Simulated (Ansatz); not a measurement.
Yb: equation of state with PBE

Crystal: Yb.

```
Yb
1.0
    -2.15148    2.15148    2.15148
     2.15148   -2.15148    2.15148
     2.15148    2.15148   -2.15148
Yb
1
Direct
  0.00000 0.00000 0.00000
```

This isn't the form of Yb at room conditions, which is fcc.

```json
{"Program": "Ansatz 0.2.0", "Task": "equation of state", "Functional": "PBE", "Potentials or basis": "Ansatz PAW", "Cutoff": "420 eV", "Density cutoff": "1680 eV", "k mesh": "9 × 9 × 9", "Occupations": "fermi-dirac, width 0.05 eV", "Spin": "collinear spin, ferromagnetic start", "Starting moments": "[1.0] μB"}
```

```yaml
Equilibrium_volume: "34.58 Å³/atom (rough: see the caveat)"
Bulk_modulus: 20 GPa (rough)
```

Energy against volume, from the lowest point:
```tsv
volume (Å³/atom)	energy (meV/atom)
37.446	0.00
38.242	7.66
39.039	16.70
39.836	26.97
40.633	38.36
41.429	50.72
42.226	63.96
```

All runs of the series together: 31 s on 1 thread of Arm Neoverse V2, with other jobs on the host.

Caveat: the minimum lies outside the volumes run. The state reached can hang on the start; a lower one may exist.
